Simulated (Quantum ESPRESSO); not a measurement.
NaF (Villiaumite) under changes of volume

One of the cells (12.487 Å³/atom); the others are scaled copies at fixed shape and fractional positions:

```xyz
2
Lattice="0.0000 2.3200 2.3200 2.3200 0.0000 2.3200 2.3200 2.3200 0.0000" Properties=species:S:1:pos:R:3 pbc="T T T"
Na    0.0000    0.0000    0.0000
F     2.3200    2.3200    2.3200
```

| Item | Value |
| --- | --- |
| Program | Quantum ESPRESSO 7.5 |
| Functional | r2SCAN |
| Potentials or basis | SG15 PBE 1.2 |
| Cutoff | 1197 eV |
| Density cutoff | 4789 eV |
| k mesh | 8 × 8 × 8 |
| Occupations | fermi-dirac, width 0.05 eV |
| Spin | no spin polarisation |

| volume (Å³/atom) | energy over the lowest point (meV/atom) | pressure (GPa) | gap on the mesh (eV) |
| --- | --- | --- | --- |
| 11.738 | ? | ? | ? |
| 11.988 | 1.30 | 1.3 | 7.40 |
| 12.237 | 0.00 | 0.1 | 7.28 |
| 12.487 | 0.45 | -0.9 | 7.16 |
| 12.737 | 2.43 | -1.8 | 7.05 |
| 12.987 | 5.80 | -2.7 | 6.95 |
| 13.236 | 10.38 | -3.4 | 6.85 |

Problem. What does the run at 11.738 Å³/atom give?

Solution. Energy over the lowest point 4.52 meV/atom; pressure 2.6 GPa; gap on the mesh 7.52 eV.

Worked out: A Birch-Murnaghan fit of order 3 (a polynomial in V^(-2/3)) to the other rows has its minimum at 12.29 Å³/atom with B0 = V·E''(V) = 53 GPa and B' = 4.7. It gives 4.55 meV/atom at 11.738 Å³/atom, against the run's 4.52, and -dE/dV = 2.8 GPa, against 2.6. A straight line through the other rows of the gap, of slope -5.55 eV per unit of ln V (its deformation potential), extrapolates to 7.51 eV, against the run's 7.52.

Energies are extrapolated to zero smearing.

Caveats: the potentials were made for another functional, which shifts forces and pressure.
